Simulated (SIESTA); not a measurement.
# CoO under changes of volume

One of the cells (11.575 Å³/atom); the others are scaled copies at fixed shape and fractional positions:

```
CELL_PARAMETERS angstrom
3.19765 0.00000 0.00000
-1.59882 2.76924 0.00000
0.00000 0.00000 5.22871
ATOMIC_POSITIONS crystal
Co 0.33333 0.66667 0.50336
Co 0.00000 0.00000 0.00347
O 0.33333 0.66667 0.87156
O 0.00000 0.00000 0.37161
```

Measurements of this composition are mostly on another form, of space group No. 225.

- Program: SIESTA 5.4.2
- Functional: LDA
- Potentials or basis: PseudoDojo 0.4 standard (LDA files)
- Basis: DZP (energy shift 0.003 Ry; two zetas on semicore shells)
- Grid cutoff: 800 Ry
- Energy shift: 0.003 Ry
- k mesh: 8 × 8 × 4
- Occupations: fermi-dirac, width 0.05 eV
- Spin: collinear spin, ferromagnetic start
- Starting moments: [2.0, 2.0, 0.0, 0.0] μB

```tsv
volume (Å³/atom)	energy over the lowest point (meV/atom)	pressure (GPa)	moment (μB per cell)	largest force (eV/Å)
10.881	0.00	-11.5	4.14	0.211
11.112	15.54	-10.7	5.00	0.321
11.344	32.45	-12.4	5.27	0.303
11.575	51.65	-14.0	5.50	0.273
11.807	73.08	-15.7	5.65	0.254
12.038	97.12	-17.4	5.75	0.234
12.270	?	?	?	?
```

Task: What does the run at 12.270 Å³/atom give?

Result: Energy over the lowest point 123.51 meV/atom; pressure -19.0 GPa; moment 5.84 μB per cell; largest force 0.212 eV/Å.

Worked out: A Birch-Murnaghan fit of order 3 (a polynomial in V^(-2/3)) to the other rows has no minimum within the range. It gives 124.11 meV/atom at 12.270 Å³/atom, against the run's 123.51, and -dE/dV = -19.7 GPa, against -19.0. A parabola through the other rows of the moment, of slope -1.05 μB per Å³/atom there, extrapolates to 5.53 μB, against the run's 5.84. The fit is too stiff a form for this range.

Energies are extrapolated to zero smearing.

Caveats: short orbitals over semicore shells can move pressures by several GPa; the basis of atomic orbitals isn't converged, which shifts pressures, moduli and gaps.
